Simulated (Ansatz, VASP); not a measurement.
**One calculation of KTaO3, two programs**

```
CELL_PARAMETERS angstrom
3.98830 0.00000 0.00000
0.00000 3.98830 0.00000
0.00000 0.00000 3.98830
ATOMIC_POSITIONS crystal
Ta 0.00000 0.00000 0.00000
K 0.50000 0.50000 0.50000
O 0.00000 0.00000 0.50000
O 0.00000 0.50000 0.00000
O 0.50000 0.00000 0.00000
```

Alike in both runs: functional PBEsol; k mesh 7 × 7 × 7; occupations fermi-dirac, width 0.05 eV; no spin polarisation; Hubbard terms Ta d U = 2.0 eV.

```csv
,VASP,Ansatz
version,VASP 6.6.1,Ansatz 0.2.0
potentials or method,"VASP PAW PBE potentials, release 64 (Ta_pv, K_sv, O)",Ansatz PAW
plane-wave cutoff (eV),520,420
valence electrons in the cell,38,40
task,single point,projected density of states
```

|  | VASP | Ansatz | Ansatz less VASP |
| --- | --- | --- | --- |
| gap on the k mesh at the Fermi level (eV) | 2.40 | 2.42 | +0.020 |
| least direct gap on the mesh (eV) | 2.99 | 3.00 | +0.007 |
| pressure (GPa) | 2.2 | 0.1 | -2.17 |

The programs project onto different local orbitals, so the same U acts differently. The two sets of potentials don't hold the same shells in valence.

Caveats: spin-orbit coupling is left out, which moves the levels of the heavy elements; the PAW data sets were made with another functional, which shifts forces and pressure a little (VASP); an odd mesh through Γ misses points on the zone boundary, where band edges often lie (VASP); odd divisions of the mesh miss points on the zone boundary, where band edges often lie, so the gap on the mesh can be too wide (Ansatz); the pressure holds a Pulay correction of +0.6 GPa for the finite cutoff (Ansatz); the PAW data sets come from PBE, with cores solved anew for the run's functional, which leaves a small shift of forces and pressure (Ansatz); the density of states is complete only up to the lowest level of the last band computed (Ansatz).
